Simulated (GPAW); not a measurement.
Runs of GPAW 26.7.0 on CuI (Marshite). Symmetry: F-43m, No. 216, cubic system. Conventional cell: a = 6.063 Å, b = 6.063 Å, c = 6.063 Å, α = 90.00°, β = 90.00°, γ = 90.00°. I (site symmetry -43m) is surrounded by 4 Cu at 2.63 Å. Cu (site symmetry -43m) has 4 I at 2.63 Å as nearest neighbours. 

```tsv
task	level	potentials or basis	spin	k mesh	cutoff (eV)	smearing	maxiter	convergence	band path	band points	spin axis theta (degrees)	mesh quality	gap on the mesh (eV)	pressure (GPa)
single point	LDA	the program's PAW data sets (release 1.2.1) made for this functional, pw	off	6 × 6 × 6	450	fermi-dirac 0.05 eV	120	default	-	-	-	not flagged	0.95	-4.9
band structure	PW91	PAW data sets generated in the run's folder for this functional, pw	SOC, no magnetisation	6 × 6 × 6	600	fermi-dirac 0.05 eV	150	-	GXWKGLUWLK,UX	80	54.7	not flagged	(a)	0.8
single point	PBE0	GPAW PAW data sets (gpaw-data 1.2.1), pw	off	4 × 4 × 4	450	fermi-dirac 0.05 eV	60	-	-	-	-	coarse	3.31	-
dielectric tensor	LDA	the program's PAW data sets (release 1.2.1) made for this functional, pw	off	6 × 6 × 6	450	fermi-dirac 0.001 eV	150	-	-	-	-	not flagged	0.95	-
```

Alike in all rows: cell as given.

Task: Fill in the values left out.

Result: (a) 0.93.

Caveats: some runs use coarse meshes; spin-orbit coupling is left out, which moves the levels of the heavy elements (some runs); with this Cu data set, volumes or pressures lay over 1.5 % or 2 GPa off other programs in two to four cells of ten (some runs); the cutoff is short for stress and forces, so pressures can be off by a GPa or more (some runs); spin-orbit coupling was added after a scalar SCF, so levels and gaps hold it while energy, forces, pressure and moments don't (some runs); this program's spin-orbit splittings come out too wide for heavy elements (some runs); exact exchange converges slowly with the k mesh, and this mesh is small (some runs); the PAW data sets were made with another functional, which shifts forces and pressure a little (some runs).

A k mesh can miss the band edges, and rows without SOC leave out spin-orbit coupling on I.

Runs at the PBE level aren't shown here.
